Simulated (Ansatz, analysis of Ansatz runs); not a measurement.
# Can an added hole hop between Cl atoms in RbNiCl3 (P6_3/mmc)?

Question: does an added hole stay on the Cl atom where it is started in RbNiCl3 (P6_3/mmc), and if so, how high is the barrier for a hop to another Cl site nearby? Model: a cell of 60 host atoms.

Program: Ansatz 0.2.0. Level of theory: plane-wave PAW DFT, PBEsol+U; relaxation of all atoms of a supercell at fixed charge in a uniform background; PAW set soft_1. Results are calculated unless marked as measured.

This is a report of a sequence of runs, with most program output left out.

In doubt: warnings of the run leave room for a lower electronic state (Ansatz), so energies may not be the lowest and differences between runs may mislead.

## 1. Starting point

The cell holds 60 atoms: 12 Rb, 12 Ni and 36 Cl. Cell: a = 11.967 Å, b = 11.967 Å, c = 11.697 Å, α = 90.0°, β = 90.0°, γ = 120.0°. It derives from RbNiCl3 (space group P6_3/mmc). Nearest the centre at fractional (0.254, 0.588, 0.625): Cl49 at 1.64 Å, Cl47 at 1.64 Å, Ni38 at 1.74 Å, Ni41 at 1.74 Å, Cl56 at 2.83 Å, Rb31 at 3.04 Å, Cl43 at 3.07 Å, Cl13 at 3.07 Å.

Hubbard terms: Ni d 4.5 eV, Cl p 7.0 eV. They were chosen, not fitted, to curb self-interaction in the shells named, the trial site's among them. The two sites are Cl47 and Cl49. The cell's shortest repeat is 11.7 Å. The host's moments were started antiferromagnetic in the unit cell, high spin.

## 2. The cell without the carrier

The neutral cell is relaxed first, from small random displacements, so that bond lengths and moments with the carrier can be set beside those of a relaxed cell without it.

neutral.relax/input.yaml

```yaml
crystal:
  lattice:
    - [10.36387926, 5.98358848, 0.0]
    - [-10.36387926, 5.98358848, 0.0]
    - [0.0, 0.0, 11.69721226]
  atoms:
    - { symbol: Rb, position: [0.0, 0.333333, 0.125] }
    - { symbol: Rb, position: [0.333333, 0.0, 0.125] }
    - { symbol: Rb, position: [0.666667, 0.666667, 0.125] }
    - { symbol: Rb, position: [0.0, 0.666667, 0.375] }
    - { symbol: Rb, position: [0.333333, 0.333333, 0.375] }
    - { symbol: Rb, position: [0.666667, 0.0, 0.375] }
    - { symbol: Ni, position: [0.0, 0.0, 0.25], spin: 2.0 }
    - { symbol: Ni, position: [0.333333, 0.666667, 0.25], spin: 2.0 }
[... 48 atom lines left out ...]
    - { symbol: Cl, position: [0.824479, 0.491146, 0.625] }
    - { symbol: Cl, position: [0.0, 0.157813, 0.875] }
    - { symbol: Cl, position: [0.333333, 0.824479, 0.875] }
    - { symbol: Cl, position: [0.666667, 0.491146, 0.875] }
basis:
  ecutwfc: 420
  xc_grid: 2
hamiltonian:
  xc: pbesol
  hubbard:
    sites:
      - { species: Ni, l: d, u_eff: 4.5 }
      - { species: Cl, l: p, u_eff: 7.0 }
    projectors: ortho-atomic
  pseudopotentials: { kind: paw, azcp: { folder: soft_1 }, xc_functional: pbe }
kpoints:
  mp_grid: { grid: [1, 1, 1] }
magnetization:
  spin_polarized: true
  initial_magnetization: 0
  spin_locking: { lock_magnetization: hard }
scf:
  occupations: { method: fermi_dirac, width: 0.01 }
  max_iter: 120
  lower_state_search: "off"
output:
  forces: true
relax:
  f_tol: 0.02
  max_steps: 70
  random_displacement: { amplitude: 0.04, seed: 4233 }
checkpoint:
  write: "../neutral.relax.run"
  compress: false
  write_wavefunctions: true
  write_every: 100000
```

On the command line:

```sh
ansatz run input.yaml --threads 4 --pin off --max-ram 17899MiB --backend cpu --events-out ev --progress --plain --runs-dir out
```

The job ended after 97 s (4 threads of Arm Neoverse V2, shared host; peak memory 2.9 GiB; 6.4 min of CPU time).

The largest displacement from an ideal site is 0.012 Å.

## 3. The hole on the first site

The nearest neighbour or neighbours of the site start displaced and the site's starting moment is changed by the carrier's spin, since a carrier doesn't trap itself in the undistorted lattice.

A.relax/input.yaml

```yaml
crystal:
  lattice:
    - [10.36387926, 5.98358848, 0.0]
    - [-10.36387926, 5.98358848, 0.0]
    - [0.0, 0.0, 11.69721226]
  atoms:
    - { symbol: Rb, position: [-0.000511, 0.332817, 0.125009] }
    - { symbol: Rb, position: [0.332813, -0.000547, 0.125723] }
    - { symbol: Rb, position: [0.666673, 0.66636, 0.124315] }
    - { symbol: Rb, position: [-1.3e-05, 0.666076, 0.37461] }
    - { symbol: Rb, position: [0.333514, 0.333058, 0.375144] }
    - { symbol: Rb, position: [0.666698, -0.000556, 0.375022] }
    - { symbol: Ni, position: [-0.00014, -0.000278, 0.250138], spin: 2.0 }
    - { symbol: Ni, position: [0.333288, 0.666308, 0.249561], spin: 2.0 }
[... 48 atom lines left out ...]
    - { symbol: Cl, position: [0.824866, 0.491378, 0.625449] }
    - { symbol: Cl, position: [-0.000575, 0.157927, 0.875095] }
    - { symbol: Cl, position: [0.332509, 0.824378, 0.874527] }
    - { symbol: Cl, position: [0.665923, 0.491069, 0.875266] }
total_charge: 1
basis:
  ecutwfc: 420
  xc_grid: 2
hamiltonian:
  xc: pbesol
  hubbard:
    sites:
      - { species: Ni, l: d, u_eff: 4.5 }
      - { species: Cl, l: p, u_eff: 7.0 }
    projectors: ortho-atomic
  pseudopotentials: { kind: paw, azcp: { folder: soft_1 }, xc_functional: pbe }
kpoints:
  mp_grid: { grid: [1, 1, 1] }
magnetization:
  spin_polarized: true
  initial_magnetization: 1
  spin_locking: { lock_magnetization: hard }
scf:
  occupations: { method: fermi_dirac, width: 0.01 }
  max_iter: 120
  lower_state_search: "off"
output:
  forces: true
relax:
  f_tol: 0.015
  max_steps: 70
  escape_saddle: false
checkpoint:
  write: "../A.relax.run"
  compress: false
  write_wavefunctions: true
  write_every: 100000
```

It took 14 min on 4 threads; peak memory 2.9 GiB.

The steps of the relaxation:

| step | energy less that of the first step (eV) | largest force component (eV/Å) |
| --- | --- | --- |
| 1 | 0.0000 | 0.6663 |
| 2 | -0.4322 | 0.3957 |
| 3 | -0.5935 | 0.1032 |
| 4 | -0.6224 | 0.0860 |
| 5 | -0.6355 | 0.0479 |
| 6 | -0.6359 | 0.0806 |
| 7 | -0.6497 | 0.0307 |
| 8 | -0.6569 | 0.0417 |
| 9 | -0.6642 | 0.1021 |
| 10 | -0.6741 | 0.0955 |
| 11 | -0.6836 | 0.0616 |
| 12 | -0.6861 | 0.0339 |
| 13 | -0.6884 | 0.0261 |
| 14 | -0.6893 | 0.0137 |

The atoms that moved most (Å):

| atom | dx | dy | dz | length |
| --- | --- | --- | --- | --- |
| Cl47 | 0.308 | -0.267 | -0.343 | 0.532 |
| Cl29 | -0.076 | 0.065 | -0.343 | 0.357 |
| Cl53 | 0.003 | -0.062 | -0.335 | 0.341 |
| Rb5 | 0.087 | -0.038 | -0.327 | 0.341 |
| Cl49 | 0.169 | -0.030 | -0.284 | 0.332 |
| Rb31 | -0.103 | -0.263 | 0.141 | 0.316 |
| Cl43 | -0.009 | 0.025 | -0.306 | 0.307 |
| Cl26 | 0.044 | -0.006 | -0.293 | 0.297 |

The moves above count from the input, in which the site's nearest neighbours were already displaced; the distances below compare with the cell without the carrier.

Distances from Cl47 without and with the hole:

| atom | without (Å) | with (Å) |
| --- | --- | --- |
| Ni38 | 2.39 | 2.95 |
| Ni41 | 2.39 | 2.91 |
| Cl50 | 3.63 | 3.26 |
| Cl56 | 3.28 | 3.56 |
| Cl49 | 3.28 | 3.43 |
| Cl55 | 3.63 | 3.29 |

The largest changes of the moments are 0.84 μB on Cl47, 0.02 μB on Ni41 and -0.02 μB on Ni38. The largest part sits on the chosen site.

## 4. The hole on the second site

The same start is made on the second site, to get the end of the hop.

B.relax/input.yaml

```yaml
crystal:
  lattice:
    - [10.36387926, 5.98358848, 0.0]
    - [-10.36387926, 5.98358848, 0.0]
    - [0.0, 0.0, 11.69721226]
  atoms:
    - { symbol: Rb, position: [-0.000511, 0.332817, 0.125009] }
    - { symbol: Rb, position: [0.332813, -0.000547, 0.125723] }
[... 28 atom lines left out ...]
    - { symbol: Rb, position: [0.000181, 0.333014, 0.625774] }
[... 6 atom lines left out ...]
    - { symbol: Ni, position: [0.346346, 0.666266, 0.760092], spin: 2.0 }
[... 2 atom lines left out ...]
    - { symbol: Ni, position: [0.346546, 0.666218, 0.489072], spin: -2.0 }
[... 5 atom lines left out ...]
    - { symbol: Cl, position: [0.333795, 0.508153, 0.624688] }
[... 1 atom line left out ...]
    - { symbol: Cl, position: [0.174593, 0.665763, 0.624544], spin: 1.0 }
[... 6 atom lines left out ...]
    - { symbol: Cl, position: [0.491337, 0.82486, 0.624577] }
[... 3 atom lines left out ...]
    - { symbol: Cl, position: [0.665923, 0.491069, 0.875266] }
total_charge: 1
basis:
  ecutwfc: 420
  xc_grid: 2
hamiltonian:
  xc: pbesol
  hubbard:
    sites:
      - { species: Ni, l: d, u_eff: 4.5 }
      - { species: Cl, l: p, u_eff: 7.0 }
    projectors: ortho-atomic
  pseudopotentials: { kind: paw, azcp: { folder: soft_1 }, xc_functional: pbe }
kpoints:
  mp_grid: { grid: [1, 1, 1] }
magnetization:
  spin_polarized: true
  initial_magnetization: 1
  spin_locking: { lock_magnetization: hard }
scf:
  occupations: { method: fermi_dirac, width: 0.01 }
  max_iter: 120
  lower_state_search: "off"
output:
  forces: true
relax:
  f_tol: 0.015
  max_steps: 70
  escape_saddle: false
checkpoint:
  write: "../B.relax.run"
  compress: false
  write_wavefunctions: true
  write_every: 100000
```

Run time: 16 min. Hardware: 4 threads; peak memory 2.9 GiB.

Distances from Cl49 without and with the hole:

| atom | without (Å) | with (Å) |
| --- | --- | --- |
| Ni38 | 2.39 | 2.95 |
| Ni41 | 2.39 | 2.91 |
| Cl46 | 3.63 | 3.24 |
| Cl56 | 3.28 | 3.55 |
| Cl47 | 3.28 | 3.42 |
| Cl57 | 3.62 | 3.28 |

The largest changes of the moments are 0.84 μB on Cl49, 0.02 μB on Ni41 and -0.02 μB on Ni38. The largest part sits on the chosen site.

## 5. Points on the line between the two structures

All atoms move on the straight line between the two relaxed structures, 8.15 amu^1/2 Å long in mass-weighted terms. Each point starts from the state of the point before, once from either end, so that both localised states can be followed; the midpoint is also started with the carrier shared.

A.x0500/input.yaml

```yaml
crystal:
  lattice:
    - [10.36387926, 5.98358848, 0.0]
    - [-10.36387926, 5.98358848, 0.0]
    - [0.0, 0.0, 11.69721226]
  atoms:
    - { symbol: Rb, position: [-0.004238, 0.329194, 0.128529] }
    - { symbol: Rb, position: [0.333795, 0.002717, 0.123145] }
[... 35 atom lines left out ...]
    - { symbol: Ni, position: [0.339577, 0.673187, 0.736543], spin: 2.0 }
[... 2 atom lines left out ...]
    - { symbol: Ni, position: [0.344498, 0.678713, 0.467267], spin: -2.0 }
[... 1 atom line left out ...]
    - { symbol: Cl, position: [0.176531, 0.510171, 0.849025] }
[... 3 atom lines left out ...]
    - { symbol: Cl, position: [0.322742, 0.492117, 0.59817], spin: 1.0 }
[... 1 atom line left out ...]
    - { symbol: Cl, position: [0.158922, 0.658298, 0.598915] }
[... 6 atom lines left out ...]
    - { symbol: Cl, position: [0.485137, 0.818859, 0.603202] }
[... 3 atom lines left out ...]
    - { symbol: Cl, position: [0.665811, 0.491556, 0.887336] }
total_charge: 1
basis:
  ecutwfc: 420
  xc_grid: 2
hamiltonian:
  xc: pbesol
  hubbard:
    sites:
      - { species: Ni, l: d, u_eff: 4.5 }
      - { species: Cl, l: p, u_eff: 7.0 }
    projectors: ortho-atomic
  pseudopotentials: { kind: paw, azcp: { folder: soft_1 }, xc_functional: pbe }
kpoints:
  mp_grid: { grid: [1, 1, 1] }
magnetization:
  spin_polarized: true
  initial_magnetization: 1
  spin_locking: { lock_magnetization: hard }
scf:
  occupations: { method: fermi_dirac, width: 0.01 }
  max_iter: 120
  lower_state_search: "off"
output:
  forces: true
  eigenvalues: true
  eigenstates: { localisation: true }
  write_density: true
  write_potential: true
  volumetric_format: npy
checkpoint:
  read: "../A.x0375.run"
  write: "../A.x0500.run"
  compress: false
  write_wavefunctions: true
  write_every: 100000
```

The job ended after 57 s (4 threads; peak memory 2.8 GiB).

From eigenstates.tsv, first k-point; energies on the run's zero. The participation number counts the atoms that a state is spread over, of 60; bands count from 0.

| spin | band | energy (eV) | occupation | participation | largest share on | share |
| --- | --- | --- | --- | --- | --- | --- |
| down | 281 | 0.913 | 1.00 | 19.2 | Cl30 | 0.09 |
| down | 282 | 0.935 | 1.00 | 17.6 | Cl15 | 0.10 |
| down | 283 | 0.960 | 1.00 | 18.7 | Cl60 | 0.10 |
| down | 284 | 0.965 | 1.00 | 18.9 | Ni10 | 0.10 |
| down | 285 | 1.043 | 1.00 | 19.0 | Cl46 | 0.11 |
| down | 286 | 1.063 | 1.00 | 19.0 | Cl57 | 0.12 |
| down | 287 | 3.604 | 0.00 | 1.3 | Cl47 | 0.89 |
| down | 288 | 4.506 | 0.00 | 1.3 | Ni38 | 0.87 |
| down | 289 | 4.634 | 0.00 | 1.4 | Ni38 | 0.84 |
| down | 290 | 4.979 | 0.00 | 1.4 | Ni8 | 0.85 |
| down | 291 | 4.984 | 0.00 | 1.4 | Ni8 | 0.84 |
| up | 282 | 0.906 | 1.00 | 19.3 | Ni39 | 0.09 |
| up | 283 | 0.932 | 1.00 | 17.5 | Ni37 | 0.09 |
| up | 284 | 0.964 | 1.00 | 20.2 | Cl30 | 0.10 |
| up | 285 | 0.981 | 1.00 | 23.7 | Ni7 | 0.08 |
| up | 286 | 1.046 | 1.00 | 20.1 | Cl46 | 0.08 |
| up | 287 | 1.062 | 1.00 | 20.1 | Cl57 | 0.12 |
| up | 288 | 4.463 | 0.00 | 1.3 | Ni41 | 0.87 |
| up | 289 | 4.610 | 0.00 | 1.4 | Ni41 | 0.84 |
| up | 290 | 4.957 | 0.00 | 1.4 | Ni11 | 0.85 |
| up | 291 | 4.967 | 0.00 | 1.4 | Ni11 | 0.85 |
| up | 292 | 5.161 | 0.00 | 4.4 | Ni12 | 0.34 |

Under PBEsol+U (4.5, 7 eV) at the zone centre alone, the highest filled state is spin down, spread over 19 of 60 atoms, and the lowest empty one, 2.54 eV above it, is spin down, spread over 1 of 60 atoms.

Spin density in the ab plane at fractional z = 0.625, through the centre, with atoms of Rb and Cl within 0.45 Å of it.

Ten even steps from '0' (-0.02 e/Å³) to '9' (0.44 e/Å³), each cell a mean:
```
0000000000000000000000000000000000
0000000000000000000000000000000000
0000000000000000000000000000000000
0000000000000000000000000000000000
0000000000000000000000000000000000
0000000000000000000000000000000000
0000000000000000000000000000000000
0000000000000000000000000000000000
0000000000000000000000000000000000
0000000000000000000000000000000000
0000000001101431000000000000000000
0000000024329941000000000000000000
0000000145159510000000000000000000
0000000120022100000000000000000000
0000000000000000000000000000000000
0000000000000000000000000000000000
0000000000000000000000000000000000
0000000000000000000000000000000000
0000000000000000000000000000000000
0000000000000000000000000000000000
0000000000000000000000000000000000
0000000000000000000000000000000000
0000000000000000000000000000000000
0000000000000000000000000000000000
```
Columns run along a (12.0 Å), rows up along b (12.0 Å). Atoms in or near the plane, at fractional coordinates: Rb at (0.98, 0.31), Rb at (0.34, 0.02), Rb at (0.68, 0.67), Cl at (0.01, 0.84), Cl at (0.32, 0.49), Cl at (0.66, 0.17), Cl at (0.16, 0.66), Cl at (0.51, 0.34), Cl at (0.84, 0.99), Cl at (0.16, 0.16), Cl at (0.49, 0.82), Cl at (0.82, 0.49).

Valence density in the ab plane at fractional z = 0.625, through the centre, with atoms of Rb and Cl within 0.45 Å of it. It is the smooth field of the valence electrons, not physical close to the nuclei.

Ten even steps from '0' (0.0 e/Å³) to '9' (2.0 e/Å³), each cell a mean:
```
0110000027997300000000000268675200
2332000013431000011100000256641001
7873100000000001455310000111100025
4762000000000026887410000000000257
7620000000000258785200000000001378
3100001110000257641000023320001244
0000246531000122100002589841000000
0002678731000000000016979830000000
0025877410000000000038998300000000
0024653100011100000035642000111100
0011110001366410000001000013665200
0000000014787410000000000157686200
0000000037875200000000001377673100
0100000035641000023321001467530000
6531000011100001478741001121100014
9841000000000015747731000000000379
9620000000000037876310011000002797
5200011110000024531001233210004899
0001357631000001000014787410002332
0013767730000000000148567300000000
0026767510000110000268773100000000
0135763100135531000245420000012110
0112110002699951000000000002577410
0000000016978830000000000037668410
```
Columns run along a (12.0 Å), rows up along b (12.0 Å). Atoms in or near the plane, at fractional coordinates: Rb at (0.98, 0.31), Rb at (0.34, 0.02), Rb at (0.68, 0.67), Cl at (0.01, 0.84), Cl at (0.32, 0.49), Cl at (0.66, 0.17), Cl at (0.16, 0.66), Cl at (0.51, 0.34), Cl at (0.84, 0.99), Cl at (0.16, 0.16), Cl at (0.49, 0.82), Cl at (0.82, 0.49).

Electrostatic potential energy in the ab plane at fractional z = 0.625, through the centre, with atoms of Rb and Cl within 0.45 Å of it. With pseudopotentials it is smooth inside the atoms' cores, unlike the true potential.

Ten even steps from '0' (-50 eV) to '9' (11 eV), each cell a mean:
```
9999999973003789999999999952235899
8779999987678999999999999965579999
3348999999999999756899999999999986
2248999999999985323799999999999952
3589999999999952225899999999999842
8999999999999864479999887788999876
9999865589999888999998410168999999
9998422489998999999984000179999999
9995323699989999999871002689999999
9996568999988899999875457999999999
9999999998754689999988899997546899
9999999985222589999999999963225899
9999999873223799999999999732237999
8889999875468999988889999744589999
4578999999999999633479999989999986
0168999999999996222489999999998730
0389999999999984234799999999997200
4899999999999987678999877899987201
8999864589999999999996433799988778
9997322389999999999963223899999999
9984223699998889999852247999999999
9985457999875578999976789999999999
9998999997400058999999999998644799
9999999984000279999999999984223699
```
Columns run along a (12.0 Å; values clipped at the 3rd and 97th percentile), rows up along b (12.0 Å). Atoms in or near the plane, at fractional coordinates: Rb at (0.98, 0.31), Rb at (0.34, 0.02), Rb at (0.68, 0.67), Cl at (0.01, 0.84), Cl at (0.32, 0.49), Cl at (0.66, 0.17), Cl at (0.16, 0.66), Cl at (0.51, 0.34), Cl at (0.84, 0.99), Cl at (0.16, 0.16), Cl at (0.49, 0.82), Cl at (0.82, 0.49).

Free energies from the first end:

| started from | fraction | energy (eV) | moment change on Cl47 (μB) | on Cl49 (μB) |
| --- | --- | --- | --- | --- |
| first site | 0 | 0.000 | 0.84 | 0.00 |
| first site | 0.125 | 0.035 | 0.82 | 0.00 |
| first site | 0.25 | 0.136 | 0.80 | 0.01 |
| first site | 0.375 | 0.293 | 0.78 | 0.01 |
| first site | 0.5 | 0.499 | 0.76 | 0.01 |
| first site | 0.625 | 0.749 | 0.73 | 0.02 |
| second site | 0.875 | 0.035 | 0.00 | 0.82 |
| second site | 0.75 | 0.137 | 0.01 | 0.80 |
| second site | 0.625 | 0.296 | 0.01 | 0.78 |
| second site | 0.5 | 0.505 | 0.01 | 0.76 |
| second site | 0.375 | 0.757 | 0.02 | 0.73 |
| shared | 0.5 | 1.208 | 0.38 | 0.38 |
| second site | 1 | -0.001 | 0.00 | 0.84 |

## 6. What came out

* barrier forward: 0.50 eV
* barrier backward: 0.50 eV
* distance of the two sites without the carrier: 3.28 Å
* carrier at the midpoint: on one site

What this shows: On this line the hole must cross 0.50 eV to hop 3.28 Å; both ends have the same energy within 0.005 eV. At the midpoint the lowest state found keeps the carrier on one site, so the two localised curves cross in a cusp. This suggests weak coupling and a hop slower than the barrier alone implies, though U itself penalises the shared state. With an assumed attempt frequency of 1e13 per second the rate at 300 K would be 4e+04 per second for this barrier, if every crossing succeeded. A straight line need not be the lowest path, so the true barrier at this U can be lower, or higher if the ends can still break their symmetry; the top can also fall between the computed points, which would raise it. No run compares the localised hole with one spread in the band, so its binding is unknown and the barrier may exceed it. Holes in halides commonly bind two halogen atoms into a pair. A U on single atoms favours the one-atom state followed here, and no pair was tried, so these numbers may not belong to the actual polaron. The magnetic order was assumed and need not be the ground state. The total moment is locked, so a carrier of the other spin direction was not tried. The program's search for lower electronic states was switched off in all runs, so that each state is followed; none is shown to be the lowest at its structure. No image-charge correction is applied; it nearly cancels along the line while the charge stays localised. Keep in mind: sampling at the zone centre alone can move energies of charged and open-shell states by tenths of an eV or more in cells of this size; gap and trapping depend on the U chosen (Ni d 4.5 eV, Cl p 7.0 eV).

[Logs are printed without paths, hosts, clocks, repeated set-up lines and the standing remarks that a program may print on its own settings, such as how far it seeks lower states.]

[Hosts, paths, dates, database ids (printed as entryN), source tags and the programs' standing remarks are cut or masked in the printed files.]
